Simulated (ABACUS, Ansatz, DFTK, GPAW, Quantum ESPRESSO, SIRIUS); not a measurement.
# Cost and result for the bulk modulus of KTaO3

```
CELL_PARAMETERS angstrom
3.98830 0.00000 0.00000
0.00000 3.98830 0.00000
0.00000 0.00000 3.98830
ATOMIC_POSITIONS crystal
Ta 0.00000 0.00000 0.00000
K 0.50000 0.50000 0.50000
O 0.00000 0.00000 0.50000
O 0.00000 0.50000 0.00000
O 0.50000 0.00000 0.00000
```

| rung | level | program and potentials | cutoff (eV) | k mesh | smearing | core time | chip | bulk modulus (GPa) | notes |
| --- | --- | --- | --- | --- | --- | --- | --- | --- | --- |
| GGA | PBE | Ansatz, Ansatz PAW (earlier soft set) | 420 | 7 × 7 × 7 | fermi-dirac 0.05 | 10 s | Intel Xeon | 188.5 | - |
| GGA + dispersion | BLYP+D3(BJ) | GPAW, PAW data sets generated for this functional | 800 | 6 × 6 × 6 | fermi-dirac 0.05 | 2.3 min | Intel Xeon 6975P-C Granite Rapids | 194.4 | - |
| GGA | PBEsol | ABACUS, PseudoDojo NC SR 0.4.1 PBEsol standard, plane waves | 1143 | 7 × 7 × 7 | fermi-dirac 0.05 | 2.8 min | AMD EPYC 9R45 Zen 5 | 202.9 | - |
| LDA | LDA | GPAW, PAW data sets generated for this functional | 800 | 6 × 6 × 6 | fermi-dirac 0.05 | 2.8 min | Intel Xeon 6975P-C Granite Rapids | 218.0 | - |
| GGA | PBEsol | ABACUS, PseudoDojo NC SR 0.4 PBEsol stringent, plane waves | 1796 | 6 × 6 × 6 | fermi-dirac 0.05 | 4.5 min | AMD EPYC 9R45 Zen 5 | 202.0 | fit through 4 volumes |
| GGA | PBE | Ansatz, all-electron LAPW, scalar-relativistic | - | 7 × 7 × 7 | fermi-dirac 0.05 | 5.1 min | Intel Xeon | 186.8 | - |
| GGA + dispersion | PBEsol+D3(BJ) | GPAW, PAW data sets generated for this functional | 800 | 6 × 6 × 6 | fermi-dirac 0.05 | 5.3 min | Arm Neoverse V1 | 209.4 | - |
| GGA | PBEsol | Quantum ESPRESSO, GBRV 1.5 PBEsol | 762 | 7 × 7 × 7 | fermi-dirac 0.05 | 6.3 min | Intel Xeon 6975P-C Granite Rapids | 203.7 | - |
| LDA | LDA | Quantum ESPRESSO, GBRV 1.5 LDA | 762 | 7 × 7 × 7 | fermi-dirac 0.05 | 6.8 min | Arm Neoverse V2 | 218.6 | - |
| GGA | PBE | ABACUS, PseudoDojo NC SR 0.4.1 PBE standard, plane waves | 1143 | 7 × 7 × 7 | fermi-dirac 0.05 | 7.1 min | Intel Xeon Platinum 8175M Skylake/Cascade Lake | 187.9 | - |
| LDA | LDA | GPAW, the program's PAW data sets (release 1.2.1) made for this functional | 800 | 7 × 7 × 7 | fermi-dirac 0.05 | 9.6 min | Intel Xeon Skylake/Cascade Lake | 218.2 | - |
| GGA | PBEsol | SIRIUS, PseudoDojo 0.4.1 PBEsol standard (scalar relativistic) | 1152 | 7 × 7 × 7 | fermi-dirac 0.05 | 11 min | Intel Xeon Platinum 8375C Ice Lake | 202.9 | - |
| GGA | PBE | SIRIUS, PseudoDojo 0.4.1 PBE standard (scalar relativistic) | 1152 | 7 × 7 × 7 | fermi-dirac 0.05 | 16 min | Arm Neoverse V2 | 187.9 | - |
| GGA | PBE | DFTK, PseudoDojo SR PBE 0.4.1 standard (PBE) | 1143 | 7 × 7 × 7 | fermi-dirac 0.05 | 19 min | Intel Xeon Platinum 8488C Sapphire Rapids | 187.8 | - |
| GGA | PBEsol | DFTK, PseudoDojo SR PBEsol 0.4.1 standard (PBEsol) | 1143 | 7 × 7 × 7 | fermi-dirac 0.05 | 32 min | Intel Xeon Platinum 8259CL Skylake/Cascade Lake | 202.9 | - |

Times are single runs on shared hosts and different chips, so they are rough; meshes, cutoffs and the tasks' sizes weigh on the time. Task: equation of state. All rows: no spin polarisation. Smearing widths are in eV. The cell comes from a database and isn't always the measured one. Meshes differ between rows, which moves values too. Meshes are those of the run's cell of 5 atoms unless a note names another. Runs on faulty files, with rough fits or with known faults for this quantity aren't shown. No row holds spin-orbit coupling.

By rung: LDA 218.0 to 218.6; GGA 186.8 to 203.7; GGA + dispersion 194.4 to 209.4 (GPa).
